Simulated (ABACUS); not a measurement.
# Mo (Im-3m) in ABACUS: a series of runs

The runs below take Mo through band structure, equation of state, with BLYP.

Program: ABACUS 3.10.1. These are calculated values, not measurements. Logs are shortened: lines on timing, memory, paths and dates and some standing lists are left out, and cuts for length are marked.

### 1 The structure

Symmetry: Im-3m, No. 229, cubic system. The conventional cell has a = 3.168 Å, b = 3.168 Å, c = 3.168 Å, α = 90.00°, β = 90.00°, γ = 90.00°. Mo (site symmetry m-3m) is surrounded by 8 Mo at 2.74 Å.

### 2 Band structure, BLYP

The input, INPUT:

```
INPUT_PARAMETERS
suffix              Mo
calculation         nscf
basis_type          pw
pseudo_dir          ./
symmetry            -1
dft_functional      GGA_X_B88+GGA_C_LYP
ecutwfc             81.0
pseudo_rcut         10
nspin               1
nbands              17
ks_solver           dav
smearing_method     fd
smearing_sigma      0.00367493
scf_thr             1e-08
scf_nmax            100
mixing_type         broyden
mixing_beta         0.7
init_chg            file
pw_diag_thr         1e-07
out_band            1
kpar                4
```

The input, STRU:

```
ATOMIC_SPECIES
Mo 95.9500 Mo.upf

LATTICE_CONSTANT
5.1839677754

LATTICE_VECTORS
-0.5773502692 0.5773502692 0.5773502692
0.5773502692 -0.5773502692 0.5773502692
0.5773502692 0.5773502692 -0.5773502692

ATOMIC_POSITIONS
Cartesian

Mo
0.0
1
0.0000000000 0.0000000000 0.0000000000 1 1 1
```

The input, KPT:

```
K_POINTS
8
Line
0.00000000 0.00000000 0.00000000 10 // G
0.50000000 -0.50000000 0.50000000 10 // H
0.00000000 0.00000000 0.50000000 10 // N
0.00000000 0.00000000 0.00000000 10 // G
0.25000000 0.25000000 0.25000000 10 // P
0.50000000 -0.50000000 0.50000000 1 // H
0.25000000 0.25000000 0.25000000 10 // P
0.00000000 0.00000000 0.50000000 1 // N
```

Potentials or basis: PseudoDojo NC SR 0.5 PBE standard, plane waves.

Started as:

```bash
$ OMP_NUM_THREADS=1 mpirun -np 4 abacus > log
```

running log:

```text
ABACUS v3.10.1

               Atomic-orbital Based Ab-initio Computation at UStc

 ------------------------------------------------------------------------------------

 READING GENERAL INFORMATION
                           global_out_dir = OUT.Mo/
                           global_in_card = INPUT
                               pseudo_dir = ./
                              orbital_dir =
                                    DSIZE = 4
                                    GSIZE = 1

 READING UNITCELL INFORMATION
                                    ntype = 1
                  lattice constant (Bohr) = 5.18397
              lattice constant (Angstrom) = 2.74324

 READING ATOM TYPE 1
                               atom label = Mo
                      L=0, number of zeta = 1
                      L=1, number of zeta = 1
                      L=2, number of zeta = 1
             number of atom for this type = 1

                        TOTAL ATOM NUMBER = 1
CARTESIAN COORDINATES ( UNIT =       5.183967775400 Bohr ).
    atom                   x                   y                   z     mag                  vx                  vy                  vz
tauc_Mo1            0.0000000000        0.0000000000        0.0000000000  0.0000        0.0000000000        0.0000000000        0.0000000000

                          Volume (Bohr^3) = 107.242
                             Volume (A^3) = 15.8916

 Lattice vectors: (Cartesian coordinate: in unit of a_0)
             -0.57735            +0.57735            +0.57735
             +0.57735            -0.57735            +0.57735
             +0.57735            +0.57735            -0.57735
 Reciprocal vectors: (Cartesian coordinate: in unit of 2 pi/a_0)
                   +0           +0.866025           +0.866025
            +0.866025                  +0           +0.866025
            +0.866025           +0.866025                  +0
 The esolver type has been set to : ksdft_pw

                PAO radial cut off (Bohr) = 10

 Read in pseudopotential file is Mo.upf
                     pseudopotential type = NC
          exchange-correlation functional = PBE
                 nonlocal core correction = 1
                        valence electrons = 14
                                     lmax = 2
                           number of zeta = 4
                     number of projectors = 6
                           L of projector = 0
                           L of projector = 0
                           L of projector = 1
                           L of projector = 1
                           L of projector = 2
                           L of projector = 2
 XC functional updated to : GGA_X_B88+GGA_C_LYP
          exchange-correlation functional = GGA_X_B88+GGA_C_LYP
     initial pseudo atomic orbital number = 10

 SETUP THE ELECTRONS NUMBER
            electron number of element Mo = 14
      total electron number of element Mo = 14
            AUTOSET number of electrons:  = 14
                           occupied bands = 7
                                   NBANDS = 17
                                   NLOCAL = 9

%%%%%%%%%%%%%%%%%%%%%%%%%%%%%%%%%%%%%%%%%%%%%%%%%%%%%%%%%%%%%%%%%%%%%%%%%%%%%%%%%%%%%%%%%%%%%%%%%%%%%%%%%%
 Warning: the number of valence electrons in pseudopotential > 6 for Mo: [Kr] 4d5 5s1
 Pseudopotentials with additional electrons can yield (more) accurate outcomes, but may be less efficient.
 If you're confident that your chosen pseudopotential is appropriate, you can safely ignore this warning.
%%%%%%%%%%%%%%%%%%%%%%%%%%%%%%%%%%%%%%%%%%%%%%%%%%%%%%%%%%%%%%%%%%%%%%%%%%%%%%%%%%%%%%%%%%%%%%%%%%%%%%%%%%

 SETUP THE PLANE WAVE BASIS
 energy cutoff for charge/potential (unit:Ry) = 324
            fft grid for charge/potential = [ 30, 30, 30 ]
                        fft grid division = [ 1, 1, 1 ]
        big fft grid for charge/potential = [ 30, 30, 30 ]
                                     nbxx = 27000
                                     nrxx = 27000

 SETUP PLANE WAVES FOR CHARGE/POTENTIAL
                    number of plane waves = 10641
                         number of sticks = 657

 PARALLEL PW FOR CHARGE/POTENTIAL
     PROC   COLUMNS(POT)             PW
        1            657          10641
 --------------- sum -------------------
        1            657          10641
                            number of |g| = 137
                                  max |g| = 220.5
                                  min |g| = 0

----------- Double Check Mixing Parameters Begin ------------
mixing_type: broyden
mixing_beta: 0.7
mixing_gg0: 1
mixing_gg0_min: 0.1
mixing_ndim: 8
----------- Double Check Mixing Parameters End ------------

 SETUP K-POINTS
                                    nspin = 1
                                   nkstot = 62
K-POINTS DIRECT COORDINATES
 KPOINTS    DIRECT_X    DIRECT_Y    DIRECT_Z  WEIGHT
       1  0.00000000  0.00000000  0.00000000  1.0000
       2  0.05000000 -0.05000000  0.05000000  1.0000
       3  0.10000000 -0.10000000  0.10000000  1.0000
       4  0.15000000 -0.15000000  0.15000000  1.0000
       5  0.20000000 -0.20000000  0.20000000  1.0000
       6  0.25000000 -0.25000000  0.25000000  1.0000
[... 22 lines left out ...]
      29  0.00000000  0.00000000  0.10000000  1.0000
      30  0.00000000  0.00000000  0.05000000  1.0000
[... 32 further k points ...]

           k-point number in this process = 16
       minimum distributed K point number = 15

[... K-POINTS CARTESIAN COORDINATES: 16 rows ...]

[... K-POINTS DIRECT COORDINATES: 16 rows ...]

 SETUP PLANE WAVES FOR WAVE FUNCTIONS
     energy cutoff for wavefunc (unit:Ry) = 81
              fft grid for wave functions = [ 30, 30, 30 ]
                    number of plane waves = 1865
                         number of sticks = 205

 PARALLEL PW FOR WAVE FUNCTIONS
     PROC   COLUMNS(POT)             PW
        1            205           1865
 --------------- sum -------------------
        1            205           1865

 SETUP NONLOCAL PSEUDOPOTENTIALS IN PLANE WAVE BASIS
 Mo non-local projectors:
 projector 1 L=0
 projector 2 L=0
 projector 3 L=1
 projector 4 L=1
 projector 5 L=2
 projector 6 L=2
      TOTAL NUMBER OF NONLOCAL PROJECTORS = 18

 Init Non-Local PseudoPotential table :
 Init Non-Local-Pseudopotential done.

                                     npwx = 1337

 Make real space PAO into reciprocal space.
       max mesh points in Pseudopotential = 1001
     dq(describe PAO in reciprocal space) = 0.01
                                    max q = 1084

 number of pseudo atomic orbitals for Mo is 4
WARNING: norm of atomic wavefunction # 3 of atomic type Mo is 0.999963, renormalized
WARNING: norm of atomic wavefunction # 4 of atomic type Mo is 0.999469, renormalized

 -------------------------------------------
 NONSELF-CONSISTENT
 -------------------------------------------
                                 init_chg = file
 try to read charge from file
 Read in the charge density: OUT.Mo//Mo-CHARGE-DENSITY.restart

 PW ALGORITHM --------------- ION=   1  ELEC=   1--------------------------------
 k(1/62) Iter steps (avg)=13 threshold=1e-07
 k(2/62) Iter steps (avg)=13 threshold=1e-07
 k(3/62) Iter steps (avg)=14 threshold=1e-07
 k(4/62) Iter steps (avg)=16 threshold=1e-07
 k(5/62) Iter steps (avg)=18 threshold=1e-07
 k(6/62) Iter steps (avg)=13 threshold=1e-07
 k(7/62) Iter steps (avg)=19 threshold=1e-07
 k(8/62) Iter steps (avg)=14 threshold=1e-07
 k(9/62) Iter steps (avg)=16 threshold=1e-07
 k(10/62) Iter steps (avg)=23 threshold=1e-07
 k(11/62) Iter steps (avg)=14 threshold=1e-07
 k(12/62) Iter steps (avg)=30 threshold=1e-07
 k(13/62) Iter steps (avg)=22 threshold=1e-07
 k(14/62) Iter steps (avg)=20 threshold=1e-07
 k(15/62) Iter steps (avg)=16 threshold=1e-07
 k(16/62) Iter steps (avg)=14 threshold=1e-07
[... levels at 16 k points of this process ...]

 Density error is 0.00000000000
                          Error Threshold = 1.00000000000e-07
----------------------------------------------------------
     Energy           Rydberg                 eV
----------------------------------------------------------
 E_KohnSham     -140.3467109825      -1909.5149649218
 E_KS(sigma->0) -140.3465545220      -1909.5128361667
 E_Harris       -140.3467109825      -1909.5149649218
 E_band         -3.6457177317        -49.6025344513
 E_one_elec     -18.9842735778       -258.2942930487
 E_Hartree      18.1751840223        247.2860649019
 E_xc           -20.3762573965       -277.2332045076
 E_Ewald        -119.1610511094      -1621.2692747572
 E_entropy(-TS) -0.0003129211        -0.0042575101
 E_descf        0.0000000000         0.0000000000
 E_exx          0.0000000000         0.0000000000
 E_Fermi        1.6037819885         21.8205733933
----------------------------------------------------------

 charge density convergence is achieved
 final etot is -1909.5149649 eV
 EFERMI = 21.820573393 eV

 STATE ENERGY(eV) AND OCCUPATIONS    NSPIN == 1
 1/16 kpoint (Cartesian) = 0.0000 0.0000 0.0000 (1289 pws)
       1       -39.7762      0.0322581
       2       -13.0883      0.0322581
       3       -13.0883      0.0322581
       4       -13.0883      0.0322581
       5        14.5028      0.0322581
       6        20.1212      0.0322581
[... 9 lines left out ...]
      16        50.9356        0.00000
      17        50.9356        0.00000

 2/16 kpoint (Cartesian) = 0.0000 0.086603 0.0000 (1333 pws)
       1       -39.7644      0.0322581
       2       -13.1360      0.0322581
       3       -13.1099      0.0322581
       4       -13.1099      0.0322581
       5        14.7205      0.0322581
       6        20.1106      0.0322581
[... 9 lines left out ...]
      16        50.6596        0.00000
      17        50.6596        0.00000

 3/16 kpoint (Cartesian) = 0.0000 0.17321 0.0000 (1329 pws)
       1       -39.7305      0.0322581
       2       -13.2664      0.0322581
       3       -13.1730      0.0322581
       4       -13.1730      0.0322581
       5        15.3369      0.0322581
       6        20.1094      0.0322581
[... 9 lines left out ...]
      16        49.6340        0.00000
      17        49.6340        0.00000

 4/16 kpoint (Cartesian) = 0.0000 0.25981 0.0000 (1337 pws)
       1       -39.6788      0.0322581
       2       -13.4465      0.0322581
       3       -13.2722      0.0322581
       4       -13.2722      0.0322581
       5        16.2384      0.0322581
       6        20.1894      0.0322581
[... 9 lines left out ...]
      16        47.8839        0.00000
      17        51.3931        0.00000

 5/16 kpoint (Cartesian) = 0.0000 0.34641 0.0000 (1325 pws)
       1       -39.6158      0.0322581
       2       -13.6357      0.0322581
       3       -13.3985      0.0322581
       4       -13.3985      0.0322581
       5        17.2146      0.0322581
       6        20.0096      0.0322581
[... 9 lines left out ...]
      16        46.3968        0.00000
      17        52.0658        0.00000

 6/16 kpoint (Cartesian) = 0.0000 0.43301 0.0000 (1333 pws)
       1       -39.5488      0.0322581
       2       -13.7988      0.0322581
       3       -13.5402      0.0322581
       4       -13.5402      0.0322581
       5        17.9305      0.0322581
       6        18.9623      0.0322581
[... 9 lines left out ...]
      16        47.0025        0.00000
      17        50.3468        0.00000

[... levels at 10 further k points ...]

 --------------------------------------------
 !FINAL_ETOT_IS -1909.514964921803 eV
 --------------------------------------------

 Output bands in file: OUT.Mo/BANDS_1.dat
```

It took 2.2 s on 4 MPI ranks of Intel Xeon Platinum 8488C (Sapphire Rapids), shared host; peak memory 0.36 GiB.

Levels at the corners of the path, in eV from the Fermi level:
| point | band 3 | band 4 | band 5 | band 6 | band 7 | band 8 | band 9 | band 10 | band 11 | band 12 |
| --- | --- | --- | --- | --- | --- | --- | --- | --- | --- | --- |
| Γ | -34.69 | -34.69 | -7.10 | -1.48 | -1.48 | -1.48 | 1.51 | 1.51 | 14.99 | 14.99 |
| H | -35.61 | -35.61 | -5.34 | -5.34 | 3.72 | 3.72 | 3.72 | 9.03 | 9.03 | 9.03 |
| N | -35.12 | -34.70 | -5.26 | -3.44 | 1.51 | 1.70 | 2.12 | 4.45 | 11.27 | 12.13 |
| Γ | -34.69 | -34.69 | -7.10 | -1.48 | -1.48 | -1.48 | 1.51 | 1.51 | 14.99 | 14.99 |
| P | -35.36 | -35.36 | -2.64 | -2.64 | -2.64 | 2.23 | 2.23 | 9.35 | 11.42 | 11.42 |
| H | -35.61 | -35.61 | -5.34 | -5.34 | 3.72 | 3.72 | 3.72 | 9.03 | 9.03 | 9.03 |
| P | -35.36 | -35.36 | -2.64 | -2.64 | -2.64 | 2.23 | 2.23 | 9.35 | 11.42 | 11.42 |
| N | -35.12 | -34.70 | -5.26 | -3.44 | 1.51 | 1.70 | 2.12 | 4.45 | 11.27 | 12.13 |

Caveat: the density is read from an earlier self-consistent run, whose mesh may be coarse; the potentials were made for another functional, which shifts forces and pressure.

### 3 Equation of state, BLYP, 14.94 Å³/atom (volume scaled by 0.94)

The input, run_abacus.py:

```python
"""ABACUS run from a structure file: ASE reads it, the script writes STRU, KPT and INPUT."""
import re
import subprocess
from ase.io import read
from ase.units import Bohr

atoms = read("Mo.xyz")
atoms = atoms[(-atoms.numbers).argsort(kind="stable")]  # ABACUS lists atoms element by element
pseudo = {'Mo': 'Mo.upf'}
orbital = {}
magmoms = None
kmesh = [10, 10, 10]
params = {
    'suffix': 'Mo',
    'calculation': 'scf',
    'basis_type': 'pw',
    'pseudo_dir': './',
    'symmetry': 1,
    'dft_functional': 'GGA_X_B88+GGA_C_LYP',
    'ecutwfc': 81,
    'pseudo_rcut': 10,
    'nspin': 1,
    'nbands': 11,
    'ks_solver': 'dav',
    'smearing_method': 'fd',
    'smearing_sigma': 0.00367493,
    'scf_thr': 1e-08,
    'scf_nmax': 100,
    'mixing_type': 'broyden',
    'mixing_beta': 0.7,
    'cal_force': 1,
    'cal_stress': 1,
    'kpar': 4,
}

symbols = atoms.get_chemical_symbols()
elements = list(dict.fromkeys(symbols))
lines = ["ATOMIC_SPECIES"] + [f"{e} {atoms.get_masses()[symbols.index(e)]:.4f} {pseudo[e]}" for e in elements]
if orbital:
    lines += ["", "NUMERICAL_ORBITAL"] + [orbital[e] for e in elements]
lines += ["", "LATTICE_CONSTANT", f"{1 / Bohr:.10f}", "", "LATTICE_VECTORS"]
lines += [" ".join(f"{x:.10f}" for x in v) for v in atoms.cell]
lines += ["", "ATOMIC_POSITIONS", "Direct"]
for e in elements:
    lines += ["", e, "0.0", str(symbols.count(e))]
    for i, p in enumerate(atoms.get_scaled_positions(wrap=False)):
        if symbols[i] == e:
            mag = "" if magmoms is None else " mag " + " ".join(str(x) for x in (magmoms[i] if isinstance(magmoms[i], list) else [magmoms[i]]))
            lines.append(" ".join(f"{x:.10f}" for x in p) + " 1 1 1" + mag)
open("STRU", "w").write("\n".join(lines) + "\n")
open("KPT", "w").write("K_POINTS\n0\nGamma\n%d %d %d 0 0 0\n" % tuple(kmesh))
open("INPUT", "w").write("INPUT_PARAMETERS\n" + "".join(f"{k:<20s}{v}\n" for k, v in params.items()))

done = subprocess.run(['mpirun', '-np', '4', 'abacus'])
if done.returncode:
    raise SystemExit(done.returncode)
log = open("OUT.Mo/running_scf.log").read()
print("final energy (eV):", re.findall(r"FINAL_ETOT_IS (\S+)", log))
```

The input, Mo.xyz:

```xyz
1
Lattice="-1.5514772677 1.5514772677 1.5514772677 1.5514772677 -1.5514772677 1.5514772677 1.5514772677 1.5514772677 -1.5514772677" Properties=species:S:1:pos:R:3 pbc="T T T"
Mo     0.0000000000      0.0000000000      0.0000000000
```

Potentials or basis: PseudoDojo NC SR 0.5 PBE standard, plane waves.

Started as:

```bash
$ OMP_NUM_THREADS=1 python run_abacus.py > log
```

It took 3.9 s on 4 MPI ranks of Intel Xeon Platinum 8488C (Sapphire Rapids), shared host; peak memory 0.36 GiB.

Results (log left out):

| Property | Result |
| --- | --- |
| Free energy | -1908.6378 eV |
| Pressure | 26.7 GPa |
| Band gap on the k mesh | none (metal or under the smearing width) |

Caveat: the potentials were made for another functional, which shifts forces and pressure.

### 4 Equation of state, BLYP, 15.57 Å³/atom (volume scaled by 0.98)

run_abacus.py is that of step 3.

The input, Mo.xyz:

```xyz
1
Lattice="-1.5731790612 1.5731790612 1.5731790612 1.5731790612 -1.5731790612 1.5731790612 1.5731790612 1.5731790612 -1.5731790612" Properties=species:S:1:pos:R:3 pbc="T T T"
Mo     0.0000000000      0.0000000000      0.0000000000
```

Started as:

```bash
$ OMP_NUM_THREADS=1 python run_abacus.py > log
```

It took 3.5 s on 4 MPI ranks of Intel Xeon Platinum 8488C (Sapphire Rapids), shared host; peak memory 0.36 GiB.

Results (log left out):

```
Free energy            : -1908.7171 eV
Pressure               : 13.7 GPa
Band gap on the k mesh : none (metal or under the smearing width)
```

Caveat: the potentials were made for another functional, which shifts forces and pressure.

### 5 Equation of state, BLYP, 16.21 Å³/atom (volume scaled by 1.02)

run_abacus.py is that of step 4.

The input, Mo.xyz:

```xyz
1
Lattice="-1.5942980787 1.5942980787 1.5942980787 1.5942980787 -1.5942980787 1.5942980787 1.5942980787 1.5942980787 -1.5942980787" Properties=species:S:1:pos:R:3 pbc="T T T"
Mo     0.0000000000      0.0000000000      0.0000000000
```

Started as:

```bash
$ OMP_NUM_THREADS=1 python run_abacus.py > log
```

Run time: 4.2 s. Hardware: 4 MPI ranks of Intel Xeon Platinum 8488C (Sapphire Rapids), shared host; peak memory 0.36 GiB.

The run converged. Its results:

| Property | Result |
| --- | --- |
| Free energy | -1908.7497 eV |
| Pressure | 3.1 GPa |
| Band gap on the k mesh | none (metal or under the smearing width) |

Caveat: the potentials were made for another functional, which shifts forces and pressure.

### 6 Equation of state, BLYP, 16.85 Å³/atom (volume scaled by 1.06)

run_abacus.py is that of step 5.

The input, Mo.xyz:

```xyz
1
Lattice="-1.6148719360 1.6148719360 1.6148719360 1.6148719360 -1.6148719360 1.6148719360 1.6148719360 1.6148719360 -1.6148719360" Properties=species:S:1:pos:R:3 pbc="T T T"
Mo     0.0000000000      0.0000000000      0.0000000000
```

Potentials or basis: PseudoDojo NC SR 0.5 PBE standard, plane waves.

Started as:

```bash
$ OMP_NUM_THREADS=1 python run_abacus.py > log
```

It took 2.6 s on 4 MPI ranks of Intel Xeon Platinum 8488C (Sapphire Rapids), shared host; peak memory 0.36 GiB.

It converged, with:

```
Free energy            : -1908.7442 eV
Pressure               : -5.6 GPa
Band gap on the k mesh : none (metal or under the smearing width)
```

Caveat: the potentials were made for another functional, which shifts forces and pressure.

### 7 Equation of state, BLYP

This step only gathers the single runs of the series.

Results:

| Property | Result |
| --- | --- |
| Equilibrium volume | 16.42 Å³/atom |
| Bulk modulus | 231 GPa |
| Pressure derivative of the bulk modulus | 4.2 (rough: it moves with the points fitted) |

Energy against volume, from the lowest point:
```tsv
volume (Å³/atom)	energy (meV/atom)
14.938	111.85
15.574	32.58
16.209	0.00
16.845	5.49
```

Caveat: the potentials were made for another functional, which shifts forces and pressure.
